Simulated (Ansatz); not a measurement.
# Ga (Pm-3m) in Ansatz: single point with PBE0

Aim: the single point of Ga with PBE0.

All numbers are computed with Ansatz 0.2.0; they aren't measurements. Logs are shortened: lines on timing, memory, paths and dates and some standing lists are left out, and cuts for length are marked.

## 1. The structure

The structure is cubic, space group Pm-3m (No. 221). The conventional cell has a = 2.716 Å, b = 2.716 Å, c = 2.716 Å, α = 90.00°, β = 90.00°, γ = 90.00°. Around Ga (site symmetry m-3m) lie 6 Ga at 2.72 Å.

The cell was built by a generator and needn't be a form met in nature.

## 2. Single point, PBE0

Input file input.yaml:

```yaml
crystal:
  lattice:
    - [2.71648, 0.0, 0.0]
    - [0.0, 2.71648, 0.0]
    - [0.0, 0.0, 2.71648]
  atoms:
    - { symbol: Ga, position: [0.0, 0.0, 0.0] }
hamiltonian:
  xc: pbe0
  pseudopotentials: { kind: paw }
kpoints:
  mp_grid: { grid: [6, 6, 6] }
scf:
  occupations: { method: fermi_dirac, width: 0.05 }
output:
  forces: true
  stress: true
  eigenvalues: true
```

Potentials or basis: Ansatz PAW.

The run is started by

```sh
$ ansatz run input.yaml --threads 2 --pin off --max-ram 5632MiB --backend cpu --events-out ev --progress --plain --runs-dir out
```

The log of the run:

```text
Warning: output.stress: scf.convergence.dr2_threshold = 1e-7 eV (the SCF's general default) is looser than the 1e-10 eV advised for a printed stress (1e-10 eV for each atom of the cell: 1). What an SCF threshold leaves in a stress goes as its square root, and in the free energy as the threshold itself, and one threshold admits the most on a small cell: of the crystals measured, under no hybrid functional and no lock of the moments, on runs that ended without the residual-converged pass, on stresses that held no estimate of that error, the worst erred by over 100 MPa in a component at 1e-7 eV an atom and by under 5 at 1e-10. Set scf.convergence.dr2_threshold to 1e-10 eV or tighter. The threshold is an SCF's pass mark: one that does not reach it within its budget of iterations ends unconverged, or closes short of it on a stop that the run arms, and scf.convergence.dr2_threshold's page says what that costs each kind of run
Warning: output.stress: scf.exx.energy_threshold = 1e-6 eV is looser than the 1e-8 eV advised for a stress under a hybrid functional (1e-8 eV for each atom of the cell: 1). Every SCF of the exchange loop can meet its threshold on dr2 while the loop round them stops early: no threshold on dr2 bounds what that leaves in the stress. Set scf.exx.energy_threshold to 1e-8 eV or tighter. The threshold is the loop's pass mark: a loop that does not reach it within its budget of cycles ends unconverged, and scf.exx.energy_threshold's page has the law
Warning: RAYON_NUM_THREADS=2 ignored (pool sized by the plan → 2); use --threads N
Engine: ansatz 0.2.0, x86_64-unknown-linux-gnu
Pseudopotentials: kind: paw
Pseudopotential: Ga, paw, valence charge 13, recommended cutoff 420 eV (normal), Ga.paw.azcp
Functional definition: PBE0
  parameter a = 0.25
  parameter kappa = 0.804
  parameter beta = 0.06672455060314922
  exchange = (1 - a)*pbe_x(kappa = kappa, mu = beta*pi^2/3) + a*exact_x
  correlation = pbe_c(beta = beta)
Crystal: 1 atoms, lattice volume = 20.046 Å³
Basis set: ecut = 420 eV, 389 PW (Γ), exchange–correlation on 40×40×40 points (8 copies of the dense FFT grid, shifted against one another)
Bands: 11, of which v1, the nominal top of the filled ones, is band 7 counted from 1 (6 counted from 0)
Symmetry: 48 space group operations
Space group: Pm-3m (ITA 221), of the structure as read, at distance tolerance 2.7e-5 Å
k-points: 20 of 216
Non-local potential: Ga, projectors of the file, l = 0: 2, l = 1: 2, l = 2: 3, l = 3: 1
PAW form: soft (Blöchl's): semilocal exchange-correlation on the pseudo side does not see the compensation charge
PAW frozen core: Ga, regenerated for the run's functional, and the local potential with it (the file was generated under x = pbe(κ = 0.804, μ = 0.2195149727645171), c = pbe(β = 0.06672455060314922))
PAW one-centre angular grid: Ga, 590 points (default); XC on 64 Gauss nodes
Initial density: superposition of atomic densities (neutral atoms: chi_scale 0, normalization atom), corrected by the library's trained network
Initial wavefunctions: pseudopotential atomic-orbital guess
Functional: x = pbe(κ = 0.804, μ = 0.2195149727645171), c = pbe(β = 0.06672455060314922), warm-up for x = 0.75 pbe(κ = 0.804, μ = 0.2195149727645171) + 0.25 exact, c = pbe(β = 0.06672455060314922)
SCF iter   1: F=—  HF=-3782.869379 eV  |F-HF|=—  |Δ(HF+E_count)|=         —  Δρ=8.15e-4  dr2=9.60e-5  ethr=1.77e-3  ⟨swp⟩=7.5  Hψ=928  notcnv=0
preconditioner: auto → none  [insulator: Δε(μ)=0.204 eV  Ē_g=21.577 eV  σ=0.050 eV  W_gap=0.67  n_scr=6 (ndim 8)  ℏωp=29.9 eV  f_vac=0.000  D(μ)=0.73/eV (n_scr^D=6)]
iter 2 solved again at ethr=3.98e-8 eV; its pass at ethr=7.38e-7 eV (dr2=5.17e-6 eV) is discarded
SCF iter   2: F=—  HF=-3782.869419 eV  |F-HF|=—  |Δ(HF+E_count)|=   3.99e-5  Δρ=3.30e-4  dr2=5.18e-6  ethr=3.98e-8  ⟨swp⟩=2.0  Hψ=977  notcnv=0  defer=1
SCF iter   3: F=—  HF=-3782.869423 eV  |F-HF|=—  |Δ(HF+E_count)|=   4.62e-6  Δρ=1.59e-4  dr2=1.62e-6  ethr=3.98e-8  ⟨swp⟩=3.4  Hψ=491  notcnv=0  defer=1
SCF iter   4: F=—  HF=-3782.869430 eV  |F-HF|=—  |Δ(HF+E_count)|=   6.82e-6  Δρ=3.06e-5  dr2=4.52e-8  ethr=1.25e-8  ⟨swp⟩=3.5  Hψ=496  notcnv=0  defer=1
SCF iter   5: F=-3782.869430 eV  HF=-3782.869430 eV  |F-HF|=5.57e-10  |Δ(HF+E_count)|=   1.68e-7  Δρ=1.69e-6  dr2=2.37e-10  ethr=3.47e-10  ⟨swp⟩=3.0  Hψ=388  notcnv=0
SCF 1 converged in 5 iterations: F = -3782.869430 eV  dr2 = 2.37e-10
Initial density: handed on by an earlier stage of this run
Initial wavefunctions: those handed on with the density
Functional: x = 0.75 pbe(κ = 0.804, μ = 0.2195149727645171) + 0.25 exact, c = pbe(β = 0.06672455060314922)
Frozen-core exchange: fock
iter 1 solved again at ethr=1.09e-4 eV; its pass at ethr=1.00e-1 eV (dr2=1.41e-2 eV) is discarded
SCF iter   1: F=—  HF=-3783.234582 eV  |F-HF|=—  |Δ(HF+E_count)|=         —  Δρ=1.60e-2  dr2=2.05e-2  ethr=1.09e-4  ⟨swp⟩=4.0  Hψ=1128  notcnv=0
preconditioner: auto → none  [insulator: Δε(μ)=0.574 eV  Ē_g=25.703 eV  σ=0.050 eV  W_gap=0.68  n_scr=6 (ndim 8)  ℏωp=29.9 eV  f_vac=0.000  D(μ)=0.51/eV (n_scr^D=0)]
SCF iter   2: F=—  HF=-3783.222521 eV  |F-HF|=—  |Δ(HF+E_count)|=   1.21e-2  Δρ=2.26e-3  dr2=1.08e-3  ethr=1.09e-4  ⟨swp⟩=4.0  Hψ=631  notcnv=0
SCF iter   3: F=—  HF=-3783.222163 eV  |F-HF|=—  |Δ(HF+E_count)|=   3.58e-4  Δρ=2.16e-3  dr2=8.52e-4  ethr=4.40e-6  ⟨swp⟩=4.0  Hψ=549  notcnv=0
SCF iter   4: F=—  HF=-3783.222228 eV  |F-HF|=—  |Δ(HF+E_count)|=   6.49e-5  Δρ=3.34e-4  dr2=5.45e-4  ethr=2.41e-6  ⟨swp⟩=2.1  Hψ=353  notcnv=0
SCF iter   5: F=—  HF=-3783.227231 eV  |F-HF|=—  |Δ(HF+E_count)|=   5.00e-3  Δρ=1.63e-3  dr2=1.98e-4  ethr=5.65e-8  ⟨swp⟩=4.4  Hψ=725  notcnv=0
SCF iter   6: F=—  HF=-3783.227130 eV  |F-HF|=—  |Δ(HF+E_count)|=   1.01e-4  Δρ=1.13e-4  dr2=1.07e-5  ethr=5.65e-8  ⟨swp⟩=4.0  Hψ=603  notcnv=0
SCF iter   7: F=—  HF=-3783.227130 eV  |F-HF|=—  |Δ(HF+E_count)|=   6.30e-7  Δρ=7.51e-6  dr2=9.72e-6  ethr=6.57e-9  ⟨swp⟩=3.0  Hψ=467  notcnv=0
SCF iter   8: F=-3783.227195 eV  HF=-3783.227197 eV  |F-HF|=2.03e-6  |Δ(HF+E_count)|=   6.70e-5  Δρ=1.78e-4  dr2=2.55e-6  ethr=2.52e-11  ⟨swp⟩=5.0  Hψ=930  notcnv=0  defer=1
SCF 2 stopped early in 8 iterations: F = -3783.227195 eV  dr2 = 2.55e-6
hybrid outer 1: dexx = +5.441e-3 eV, tail = 2.80e-5 eV
Frozen-core exchange: fock
SCF iter   1: F=—  HF=-3783.226994 eV  |F-HF|=—  |Δ(HF+E_count)|=         —  Δρ=2.37e-5  dr2=3.39e-6  ethr=1.08e-6  ⟨swp⟩=2.9  Hψ=459  notcnv=0
preconditioner: auto → none  [insulator: Δε(μ)=0.572 eV  Ē_g=25.436 eV  σ=0.050 eV  W_gap=0.67  n_scr=6 (ndim 8)  ℏωp=29.9 eV  f_vac=0.000  D(μ)=0.50/eV (n_scr^D=0)]
SCF iter   2: F=—  HF=-3783.226996 eV  |F-HF|=—  |Δ(HF+E_count)|=   1.37e-6  Δρ=6.41e-6  dr2=3.35e-6  ethr=2.97e-10  ⟨swp⟩=4.2  Hψ=683  notcnv=0
SCF iter   3: F=—  HF=-3783.226995 eV  |F-HF|=—  |Δ(HF+E_count)|=   3.65e-8  Δρ=4.22e-6  dr2=3.35e-6  ethr=2.58e-11  ⟨swp⟩=4.0  Hψ=578  notcnv=0
SCF iter   4: F=—  HF=-3783.226995 eV  |F-HF|=—  |Δ(HF+E_count)|=   2.44e-8  Δρ=1.87e-6  dr2=3.35e-6  ethr=1.13e-11  ⟨swp⟩=4.0  Hψ=581  notcnv=0
SCF iter   5: F=—  HF=-3783.227056 eV  |F-HF|=—  |Δ(HF+E_count)|=   6.10e-5  Δρ=2.74e-5  dr2=1.05e-7  ethr=2.42e-12  ⟨swp⟩=5.0  Hψ=760  notcnv=0
SCF iter   6: F=—  HF=-3783.227056 eV  |F-HF|=—  |Δ(HF+E_count)|=   1.67e-8  Δρ=2.22e-6  dr2=3.34e-8  ethr=2.42e-12  ⟨swp⟩=4.1  Hψ=550  notcnv=0
SCF iter   7: F=—  HF=-3783.227056 eV  |F-HF|=—  |Δ(HF+E_count)|=   5.17e-9  Δρ=7.44e-7  dr2=3.29e-8  ethr=1.57e-12  ⟨swp⟩=4.0  Hψ=588  notcnv=0
SCF iter   8: F=—  HF=-3783.227056 eV  |F-HF|=—  |Δ(HF+E_count)|=   1.51e-9  Δρ=2.15e-7  dr2=3.28e-8  ethr=1.00e-12  ⟨swp⟩=4.0  Hψ=580  notcnv=0
SCF iter   9: F=-3783.227057 eV  HF=-3783.227057 eV  |F-HF|=1.22e-9  |Δ(HF+E_count)|=   2.14e-7  Δρ=3.81e-6  dr2=2.39e-9  ethr=1.00e-12  ⟨swp⟩=4.8  Hψ=596  notcnv=0
SCF 3 converged in 9 iterations: F = -3783.227057 eV  dr2 = 2.39e-9
  Residual-converged pass: ⟨swp⟩=1.6  Hψ=237  notcnv=0  max |occ|·‖R‖ = 2.1e-6 eV (tolerance 2.4e-6 eV)  dr2=2.39e-9  dr2_onsite=8.37e-10  max |Δocc| = 8.5e-15
hybrid outer 2: dexx = +3.361e-7 eV, tail = 1.44e-8 eV, Δε = 5.24e-3 eV (about 1.63e-4 eV left of the loop's levels)
hybrid SCF converged: 2 outer / 17 inner (+5 warm-up), last move |dexx| = 3.36e-7 eV, tail = 1.44e-8 eV
Stability not checked: this state was not tested for a lower state beside it, because the functional holds exact exchange (a hybrid, or Hartree-Fock), whose exchange loop this test does not read (fock_operator; see scf.lower_state_search)
Free energy (F): -3783.227057 eV
Frozen-core exchange: fock
Harris-Foulkes:  -3783.227057 eV  (|F-HF|=1.22e-9)
Internal energy: -3783.223364 eV  (E = F + TS)
E sigma→0 (E₀):  -3783.225210 eV
Entropy (-TS):   -0.003693 eV (-3.693 meV/atom)
Fermi energy:    8.796615 eV
--- Per-component energies (eV) ---
  E_band       = -84.381628
  E_kinetic    = 113.786777
  E_local      = -1870.969881  (includes V_loc(G=0)·N_el)
  E_nonlocal   = 423.440861
  E_hartree    = 877.787045
  E_xc         = -53.073322
  E_vxc        = -44.496018  (∫ρ·V_xc dr)
  E_exx        = -52.986206  (= α·E_x^exact, valence–valence)
  E_paw        = -1950.383079  (= ΣΔE_a)
  E_vpaw       = -355.746060  (= ΣTr[D̂ρ^β])
  E_aug_tail   = -0.000113  (compensation charges beyond the density's cutoff)
  E_ewald      = -1270.886801
  E_core_change = 0.061355  (= ΣΔE_core)
  E_smearing   = -0.003693  (= −TS)
  E_closure    = 0.000000  (closes the sum)
  Σ components = -3783.227057   (vs F -3783.227057, Δ=0.00e0)
--- Forces (eV/Å), atoms counted from 1 ---
  atom   1  Ga    -0.00000000    -0.00000000     0.00000000
  max |Σ_I F_I| component: 1.23e-32 eV/Å
--- Stress (GPa, compression-positive) ---
       -0.590217       0.000000       0.000000
        0.000000      -0.590217       0.000000
        0.000000       0.000000      -0.590217
  P = ⅓ Tr σ = -0.5902 GPa (-5.902 kbar)
--- Band table (eV; the first three rows and the last of 20) ---
  k-point 0: bands = ["-9.8138", "-9.8138", "-9.3081", "-9.3081", "-9.3081", "-3.7427", "18.8800", "18.8800", "18.8800", "21.5699", "21.5699"]
  k-point 1: bands = ["-9.8044", "-9.7267", "-9.3434", "-9.3434", "-9.3052", "-3.1143", "13.6149", "19.4902", "19.4902", "22.0683", "23.6909"]
  k-point 2: bands = ["-9.7855", "-9.5603", "-9.4134", "-9.4134", "-9.2995", "-1.1970", "7.3117", "21.1424", "21.1424", "23.5478", "25.0581"]
  k-point 19: bands = ["-9.6377", "-9.6377", "-9.6377", "-9.1565", "-9.1565", "12.0586", "12.0586", "12.0586", "13.6107", "17.6935", "17.6935"]
```

Wall time 8.9 s (2 threads of Intel Xeon at 2.70GHz, shared host); peak memory 0.69 GiB.

What came out:

| Item | Value |
| --- | --- |
| Free energy | -3783.2271 eV |
| Pressure | -0.6 GPa |
| Band gap on the k mesh | none (metal or under the smearing width) |

Caveat: the k mesh is coarse (spacing up to 0.39 Å⁻¹), so the values aren't converged, least of all with exact exchange; the PAW data sets come from PBE, with cores solved anew for the run's functional, which leaves a small shift of forces and pressure; the thresholds are loose for stress.
